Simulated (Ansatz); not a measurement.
Crystal: ZnS (Wurtzite-4H).

```xyz
8
Lattice="3.8227 0.0000 0.0000 -1.9114 3.3106 0.0000 0.0000 0.0000 12.5200" Properties=species:S:1:pos:R:3 pbc="T T T"
Zn    1.9114    1.1035    9.3900
Zn    0.0000    2.2070    3.1300
Zn    0.0000    0.0000    6.2600
Zn    0.0000    0.0000    0.0000
S     1.9114    1.1035   11.7375
S     0.0000    2.2070    5.4775
S     0.0000    0.0000    8.6075
S     0.0000    0.0000    2.3475
```

| Property | Result |
| --- | --- |
| Program | Ansatz 0.2.0 |
| Task | relaxation of cell and atoms |
| Functional | revPBE |
| Potentials or basis | Ansatz PAW |
| Cutoff | 420 eV (not typed: the program's choice for these potentials) |
| k mesh | 8 × 8 × 3 |
| Occupations | fermi-dirac, width 0.05 eV |
| Spin | no spin polarisation |

At the start: volume 19.81 Å³/atom.

**Question.** Where does the relaxation end?

**Answer.** It ends after 5 steps and the volume is 20.73 Å³/atom (+4.7 %); space group P6_3mc (No. 186, to 0.05 Å).

Step by step:
```tsv
step	energy change (eV)	largest force (eV/Å)	volume (Å³)
1	0.0000	0.0430	158.44
2	-0.0564	0.0159	162.64
3	-0.0674	0.0042	165.57
4	-0.0674	0.0048	165.81
5	-0.0708	0.0049	165.81
```

Final structure:
```
Zn S
1.0
     3.88216    0.00000    0.00000
    -1.94108    3.36205    0.00000
     0.00000    0.00000   12.70407
Zn S
4 4
Direct
  0.66667 0.33333 0.75007
  0.33333 0.66667 0.25007
  0.00000 0.00000 0.50007
  0.00000 0.00000 0.00007
  0.66667 0.33333 0.93760
  0.33333 0.66667 0.43760
  0.00000 0.00000 0.68726
  0.00000 0.00000 0.18726
```

Caveat: the plane-wave basis is chosen anew once the cell has moved, so the energies of steps on either side of that aren't comparable; the PAW data sets come from PBE, with cores solved anew for the run's functional, which leaves a small shift of forces and pressure.
